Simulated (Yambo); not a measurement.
Here is a Yambo 5.3.0 calculation.

optics2.in

```
optics
chi
tddft
Chimod= "ALDA"
% BndsRnXd
 1 | 30 |
%
NGsBlkXd= 4 Ry
% LongDrXd
 1 | 1 | 0 |
%
% QpntsRXd
 1 | 1 |
%
% EnRngeXd
 0 | 15 | eV
%
% DmRngeXd
 0.1 | 0.1 | eV
%
ETStpsXd= 200
FxcGRLc= 4 Ry
VXCRLvcs= 4 Ry
```

The input scf.in:

```
&CONTROL
  calculation = 'scf'
  prefix = 'pwscf'
  outdir = './tmp'
  pseudo_dir = './pseudo'
/
&SYSTEM
  ibrav = 0
  nat = 2
  ntyp = 2
  ecutwfc = 86
  nbnd = 22
  occupations = 'smearing'
  smearing = 'fd'
  degauss = 0.00367493
  force_symmorphic = .true.
/
&ELECTRONS
  conv_thr = 4d-10
  electron_maxstep = 120
  mixing_beta = 0.5
/
ATOMIC_SPECIES
Sn   118.7100 Sn.upf
Se    78.9710 Se.upf
CELL_PARAMETERS angstrom
   0.0000000000    3.0100000000    3.0100000000
   3.0100000000    0.0000000000    3.0100000000
   3.0100000000    3.0100000000    0.0000000000
ATOMIC_POSITIONS crystal
Sn     0.0000000000    0.0000000000    0.0000000000
Se     0.5000000000    0.5000000000    0.5000000000
K_POINTS automatic
14 14 14 0 0 0
```

The input nscf.in:

```
&CONTROL
  calculation = 'nscf'
  prefix = 'pwscf'
  outdir = './tmp'
  pseudo_dir = './pseudo'
/
&SYSTEM
  ibrav = 0
  nat = 2
  ntyp = 2
  ecutwfc = 86
  nbnd = 40
  occupations = 'fixed'
  force_symmorphic = .true.
/
&ELECTRONS
  conv_thr = 1d-08
  diago_full_acc = .true.
  diago_thr_init = 1d-06
/
ATOMIC_SPECIES
Sn   118.7100 Sn.upf
Se    78.9710 Se.upf
CELL_PARAMETERS angstrom
   0.0000000000    3.0100000000    3.0100000000
   3.0100000000    0.0000000000    3.0100000000
   3.0100000000    3.0100000000    0.0000000000
ATOMIC_POSITIONS crystal
Sn     0.0000000000    0.0000000000    0.0000000000
Se     0.5000000000    0.5000000000    0.5000000000
K_POINTS automatic
14 14 14 0 0 0
```

Potentials or basis: PseudoDojo 0.4.1 SR PBEsol standard.

Command:

```sh
$ OMP_NUM_THREADS=1 pw.x -in scf.in > scf.out
$ OMP_NUM_THREADS=1 pw.x -in nscf.in > nscf.out
$ cd tmp/pwscf.save; p2y; mv SAVE ../..; cd ../..
$ OMP_NUM_THREADS=1 yambo
$ OMP_NUM_THREADS=1 yambo -F optics2.in -J optics2 -C optics2_out
```

(1) Estimate the absorption peak.

(2) What does it give for the electronic dielectric constant along the field?

(3) What does it give for the band gap on the k mesh, mean-field level?

(4) Predict the electronic dielectric constant along the field, independent particles.

Results:

(1) 0.23 eV.

(2) 90.78.

(3) 0.23 eV, direct.

(4) 92.83.

Caveat: the LDA kernel is used on GGA states, which is inconsistent by a few percent; these spectra lack excitons; spin-orbit coupling is left out, which moves the levels of the heavy elements.
